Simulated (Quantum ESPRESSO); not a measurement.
# KCl (Sylvite) (Fm-3m) in Quantum ESPRESSO: a series of runs, part 2 of 3

Quantum ESPRESSO 7.5. The steps go on from the part before.

### 4 Dielectric tensor, AM05

File pw.in:

```
&CONTROL
  calculation = 'scf'
  prefix = 'pwscf'
  outdir = './tmp'
  pseudo_dir = './pseudo'
  tprnfor = .true.
  tstress = .true.
  disk_io = 'low'
/
&SYSTEM
  ibrav = 0
  nat = 2
  ntyp = 2
  ecutwfc = 45
  ecutrho = 360
  nbnd = 14
  input_dft = 'XC-000I-000I-120L-135L-000I-000I'
  occupations = 'smearing'
  smearing = 'fd'
  degauss = 0.00367493
/
&ELECTRONS
  conv_thr = 4d-10
  electron_maxstep = 120
  mixing_beta = 0.5
/
ATOMIC_SPECIES
K     39.0983 k_pbe_v1.4.uspp.F.UPF
Cl    35.4500 cl_pbe_v1.4.uspp.F.UPF
CELL_PARAMETERS angstrom
   0.0000000000    3.1464700000    3.1464700000
   3.1464700000    0.0000000000    3.1464700000
   3.1464700000    3.1464700000    0.0000000000
ATOMIC_POSITIONS angstrom
K      0.0000000000    0.0000000000    0.0000000000
Cl     3.1464700000    3.1464700000    3.1464700000
K_POINTS automatic
6 6 6 1 1 1
```

File scf2.in:

```
&CONTROL
  calculation = 'scf'
  prefix = 'pwscf'
  outdir = './tmp'
  pseudo_dir = './pseudo'
  tprnfor = .true.
  tstress = .true.
  disk_io = 'low'
/
&SYSTEM
  ibrav = 0
  nat = 2
  ntyp = 2
  ecutwfc = 45
  ecutrho = 360
  nbnd = 14
  input_dft = 'XC-000I-000I-120L-135L-000I-000I'
  occupations = 'fixed'
/
&ELECTRONS
  conv_thr = 1d-13
  electron_maxstep = 120
  mixing_beta = 0.5
  startingpot = 'file'
  startingwfc = 'file'
/
ATOMIC_SPECIES
K     39.0983 k_pbe_v1.4.uspp.F.UPF
Cl    35.4500 cl_pbe_v1.4.uspp.F.UPF
CELL_PARAMETERS angstrom
   0.0000000000    3.1464700000    3.1464700000
   3.1464700000    0.0000000000    3.1464700000
   3.1464700000    3.1464700000    0.0000000000
ATOMIC_POSITIONS angstrom
K      0.0000000000    0.0000000000    0.0000000000
Cl     3.1464700000    3.1464700000    3.1464700000
K_POINTS automatic
6 6 6 1 1 1
```

File ph.in:

```
dielectric of KCl
&INPUTPH
  prefix = 'pwscf'
  outdir = './tmp'
  tr2_ph = 1d-18
  fildyn = 'dyn'
  niter_ph = 90
  alpha_mix(1) = 0.7
  epsil = .true.
  trans = .false.
  zeu = .true.
/
0.0000000000 0.0000000000 0.0000000000
```

Potentials or basis: GBRV 1.5 PBE.

The run is started by

```
$ OMP_NUM_THREADS=1 pw.x -in pw.in > pw.out
$ OMP_NUM_THREADS=1 pw.x -in scf2.in > scf2.out
$ OMP_NUM_THREADS=1 ph.x -in ph.in > ph.out
```

pw.out:

```text
This program is part of the open-source Quantum ESPRESSO suite
     for quantum simulation of materials; please cite
         "P. Giannozzi et al., J. Phys.:Condens. Matter 21 395502 (2009);
         "P. Giannozzi et al., J. Phys.:Condens. Matter 29 465901 (2017);
         "P. Giannozzi et al., J. Chem. Phys. 152 154105 (2020);
     in publications or presentations arising from this work. More details at

     IMPORTANT: XC functional enforced from input :
     Exchange-correlation= XC-000I-000I-120L-135L-000I-000I
                           (   0   0 120 135   0   0   0)
     Any further DFT definition will be discarded
     Please, verify this is what you really want

     Message from routine setup:
     using ibrav=0 with symmetry is DISCOURAGED, use correct ibrav instead

     G-vector sticks info
     --------------------
     sticks:   dense  smooth     PW     G-vecs:    dense   smooth      PW
     Sum        1759     871    265                48455    17153    2891

     Using Slab Decomposition

     bravais-lattice index     =            0
     lattice parameter (alat)  =       8.4089  a.u.
     unit-cell volume          =     420.4336 (a.u.)^3
     number of atoms/cell      =            2
     number of atomic types    =            2
     number of electrons       =        16.00
     number of Kohn-Sham states=           14
     kinetic-energy cutoff     =      45.0000  Ry
     charge density cutoff     =     360.0000  Ry
     scf convergence threshold =      4.0E-10
     mixing beta               =       0.5000
     number of iterations used =            8  plain     mixing
     Exchange-correlation= XC-000I-000I-120L-135L-000I-000I
                           (   0   0 120 135   0   0   0)

     celldm(1)=   8.408867  celldm(2)=   0.000000  celldm(3)=   0.000000
     celldm(4)=   0.000000  celldm(5)=   0.000000  celldm(6)=   0.000000

     crystal axes: (cart. coord. in units of alat)
               a(1) = (   0.000000   0.707107   0.707107 )
               a(2) = (   0.707107   0.000000   0.707107 )
               a(3) = (   0.707107   0.707107   0.000000 )

     reciprocal axes: (cart. coord. in units 2 pi/alat)
               b(1) = ( -0.707107  0.707107  0.707107 )
               b(2) = (  0.707107 -0.707107  0.707107 )
               b(3) = (  0.707107  0.707107 -0.707107 )

     PseudoPot. # 1 for K  read from file:
     k_pbe_v1.4.uspp.F.UPF
     Pseudo is Ultrasoft + core correction, Zval =  9.0
     Generated by new atomic code, or converted to UPF format
     Using radial grid of  841 points,  6 beta functions with:
                l(1) =   0
                l(2) =   0
                l(3) =   1
                l(4) =   1
                l(5) =   2
                l(6) =   2
     Q(r) pseudized with  6 coefficients,  rinner =    1.500   1.500   1.500
                                                       1.500   1.500

     PseudoPot. # 2 for Cl read from file:
     cl_pbe_v1.4.uspp.F.UPF
     Pseudo is Ultrasoft + core correction, Zval =  7.0
     Generated by new atomic code, or converted to UPF format
     Using radial grid of  909 points,  6 beta functions with:
                l(1) =   0
                l(2) =   0
                l(3) =   1
                l(4) =   1
                l(5) =   2
                l(6) =   2
     Q(r) pseudized with  8 coefficients,  rinner =    1.300   1.300   1.300
                                                       1.300   1.300

     atomic species   valence    mass     pseudopotential
     K                 9.00    39.09830     K ( 1.00)
     Cl                7.00    35.45000     Cl( 1.00)

     48 Sym. Ops., with inversion, found

   Cartesian axes

     site n.     atom                  positions (alat units)
         1        K      tau(   1) = (   0.0000000   0.0000000   0.0000000  )
         2        Cl     tau(   2) = (   0.7071068   0.7071068   0.7071068  )

     number of k points=    28  Fermi-Dirac smearing, width (Ry)=  0.0037
                       cart. coord. in units 2pi/alat
        k(    1) = (   0.0589256   0.0589256   0.0589256), wk =   0.0185185
        k(    2) = (   0.1767767   0.1767767  -0.0589256), wk =   0.0555556
        k(    3) = (   0.2946278   0.2946278  -0.1767767), wk =   0.0555556
        k(    4) = (  -0.2946278  -0.2946278   0.4124790), wk =   0.0555556
        k(    5) = (  -0.1767767  -0.1767767   0.2946278), wk =   0.0555556
        k(    6) = (  -0.0589256  -0.0589256   0.1767767), wk =   0.0555556
[... 20 lines left out ...]
        k(   27) = (   0.2946278   0.2946278   0.2946278), wk =   0.0185185
        k(   28) = (  -0.2946278  -0.2946278   0.8838835), wk =   0.0555556

     Dense  grid:    48455 G-vectors     FFT dimensions: (  54,  54,  54)

     Smooth grid:    17153 G-vectors     FFT dimensions: (  36,  36,  36)

     WARNING: libxc functional with ID  120 depends
      on external parameters: check the user_guide of
      QE if you need to modify them or to check their
      default values.

     WARNING: libxc functional with ID  135 depends
      on external parameters: check the user_guide of
      QE if you need to modify them or to check their
      default values.

     Initial potential from superposition of free atoms

     starting charge      15.4966, renormalised to      16.0000

     negative rho (up, down):  1.578E-02 0.000E+00
     Starting wfcs are   12 randomized atomic wfcs +    2 random wfcs

     Self-consistent Calculation

     iteration #  1     ecut=    45.00 Ry     beta= 0.50
     Davidson diagonalization with overlap
     ethr =  1.00E-02,  avg # of iterations = 10.2

     Threshold (ethr) on eigenvalues was too large:
     Diagonalizing with lowered threshold

     Davidson diagonalization with overlap
     ethr =  7.08E-04,  avg # of iterations =  2.5

     negative rho (up, down):  1.556E-02 0.000E+00
[... 28 lines left out ...]
     total energy              =     -90.24752345 Ry
     estimated scf accuracy    <       0.00006501 Ry

     iteration #  5     ecut=    45.00 Ry     beta= 0.50
     Davidson diagonalization with overlap
     c_bands:  1 eigenvalues not converged
     ethr =  4.06E-07,  avg # of iterations =  4.9

     negative rho (up, down):  1.477E-02 0.000E+00

     total energy              =     -90.24753931 Ry
     estimated scf accuracy    <       0.00000352 Ry
[... 28 lines left out ...]
     iteration #  9     ecut=    45.00 Ry     beta= 0.50
     Davidson diagonalization with overlap
     ethr =  3.41E-11,  avg # of iterations =  2.0

     negative rho (up, down):  1.479E-02 0.000E+00

     End of self-consistent calculation

          k = 0.0589 0.0589 0.0589 (  2118 PWs)   bands (ev):

   -26.1415 -11.1868  -9.6428  -9.6428  -9.6251   0.8559   0.9213   0.9213
     6.3380   9.2654   9.4085   9.4085  10.2391  10.2391

          k = 0.1768 0.1768-0.0589 (  2133 PWs)   bands (ev):

   -26.1382 -11.2410  -9.6566  -9.6418  -9.5508   0.4964   0.8008   0.8424
     7.1061   9.0384   9.7388  10.0659  10.5759  10.8496

          k = 0.2946 0.2946-0.1768 (  2139 PWs)   bands (ev):

   -26.1330 -11.3146  -9.6626  -9.6476  -9.4552   0.0644   0.6541   0.6744
     8.2654   9.2485  10.6573  11.0737  11.3342  11.9100

          k =-0.2946-0.2946 0.4125 (  2143 PWs)   bands (ev):
[... 16 lines left out ...]
   -26.1367 -11.2323  -9.6621  -9.6603  -9.5524   0.3859   0.8157   0.8307
     7.3585   8.5168  10.3705  10.4109  10.5421  11.1994

          k = 0.4125 0.1768-0.0589 (  2138 PWs)   bands (ev):

   -26.1325 -11.2434  -9.6853  -9.6656  -9.5379   0.2000   0.6748   0.7219
     8.2794   8.4682  10.9730  11.1037  11.3639  11.6683

          k =-0.1768-0.4125 0.5303 (  2151 PWs)   bands (ev):
[... 6 lines left out ...]
   -26.1313 -11.2704  -9.7011  -9.6585  -9.4928   0.1323   0.6155   0.6379
     8.6330   8.9709  10.8460  11.0018  11.5155  12.2237

          k = 0.0589-0.1768 0.2946 (  2135 PWs)   bands (ev):

   -26.1355 -11.2609  -9.6696  -9.6483  -9.5188   0.2969   0.7345   0.7803
     7.6772   8.7721  10.2654  10.6400  10.7981  11.3788

          k = 0.5303 0.0589 0.0589 (  2139 PWs)   bands (ev):
[... 6 lines left out ...]
   -26.1284 -11.1381  -9.7625  -9.7040  -9.6202   0.3290   0.5606   0.6595
     7.9801   9.6518  10.4450  11.2861  11.5048  12.4424

          k = 0.0589-0.4125 0.5303 (  2150 PWs)   bands (ev):

   -26.1290 -11.2191  -9.7360  -9.6828  -9.5352   0.2423   0.4797   0.6117
     8.7473   9.4546  10.6405  10.9569  11.8453  12.3924

          k = 0.1768-0.2946 0.4125 (  2140 PWs)   bands (ev):

   -26.1312 -11.3047  -9.6752  -9.6573  -9.4630   0.0325   0.5987   0.6398
     8.5893   9.2866  11.1012  11.2527  11.6169  12.1863

          k =-0.6482 0.0589 0.0589 (  2147 PWs)   bands (ev):

   -26.1285 -11.0972  -9.7715  -9.6958  -9.6820   0.2965   0.6808   0.7160
     7.6203   9.3077  10.9494  11.1639  11.5346  12.4948

          k =-0.5303 0.1768-0.0589 (  2144 PWs)   bands (ev):

   -26.1299 -11.1898  -9.7095  -9.6940  -9.5917   0.2379   0.6157   0.6810
     8.1233   9.0288  10.9166  11.4403  11.6584  12.0373

          k =-0.4125 0.0589 0.0589 (  2134 PWs)   bands (ev):

   -26.1332 -11.2118  -9.6769  -9.6762  -9.5819   0.2479   0.7563   0.7763
     8.0394   8.1116  10.7764  11.2222  11.2803  11.5835

          k = 0.1768 0.1768 0.1768 (  2142 PWs)   bands (ev):
[... 31 lines left out ...]
   -26.1284 -11.1762  -9.7447  -9.7223  -9.5598   0.3602   0.4811   0.5683
     8.6304   9.4249  10.3470  10.9297  12.2462  12.4434

          k =-0.7660 0.1768 0.1768 (  2148 PWs)   bands (ev):

   -26.1286 -11.1794  -9.7533  -9.6806  -9.5868   0.3246   0.4528   0.6564
     8.2668   9.8476  10.4554  11.0680  11.7442  12.0588

          k = 0.2946 0.2946 0.2946 (  2132 PWs)   bands (ev):
[... 6 lines left out ...]
   -26.1304 -11.2999  -9.6864  -9.6580  -9.4653   0.0265   0.5698   0.6170
     8.7340   9.4651  11.0677  11.3779  11.5573  12.7120

     the Fermi energy is     3.2486 ev

!    total energy              =     -90.24754267 Ry
     estimated scf accuracy    <          3.3E-10 Ry
     smearing contrib. (-TS)   =       0.00000000 Ry
     internal energy E=F+TS    =     -90.24754267 Ry

     The total energy is F=E-TS. E is the sum of the following terms:
     one-electron contribution =     -30.23007053 Ry
     hartree contribution      =      19.90579255 Ry
     xc contribution           =     -18.25638464 Ry
     ewald contribution        =     -61.66688004 Ry

     convergence has been achieved in   9 iterations

     negative rho (up, down):  1.479E-02 0.000E+00

     Forces acting on atoms (cartesian axes, Ry/au):

     atom    1 type  1   force =    -0.00000000   -0.00000000    0.00000000
     atom    2 type  2   force =     0.00000000    0.00000000   -0.00000000

     Total force =     0.000000     Total SCF correction =     0.000000

     Computing stress (Cartesian axis) and pressure

     negative rho (up, down):  1.479E-02 0.000E+00
          total   stress  (Ry/bohr**3)                   (kbar)     P=        2.82
   0.00001919   0.00000000   0.00000000            2.82        0.00        0.00
   0.00000000   0.00001919   0.00000000            0.00        2.82        0.00
   0.00000000   0.00000000   0.00001919            0.00        0.00        2.82

=------------------------------------------------------------------------------=
   JOB DONE.
=------------------------------------------------------------------------------=
```

Run time: 3.2 min. Hardware: 1 thread of Arm Neoverse V2, shared host; peak memory 0.21 GiB.

Results:

```yaml
Free_energy: -1227.8804 eV
Pressure: 0.3 GPa
Electronic_dielectric_tensor_diagonal: 2.33
Born_charges_mean_of_the_diagonal: K +1.13; Cl -1.13 e
```

Electronic dielectric tensor:
```
2.33 0.00 0.00
0.00 2.33 0.00
0.00 0.00 2.33
```

Born effective charge tensors (e):
atom 1, K
```
1.13 0.00 0.00
0.00 1.13 0.00
0.00 0.00 1.13
```
atom 2, Cl
```
-1.13  0.00  0.00
 0.00 -1.13  0.00
 0.00  0.00 -1.13
```

Caveat: the potentials were made for another functional, which shifts forces and pressure.

[end of part 2 of 3]
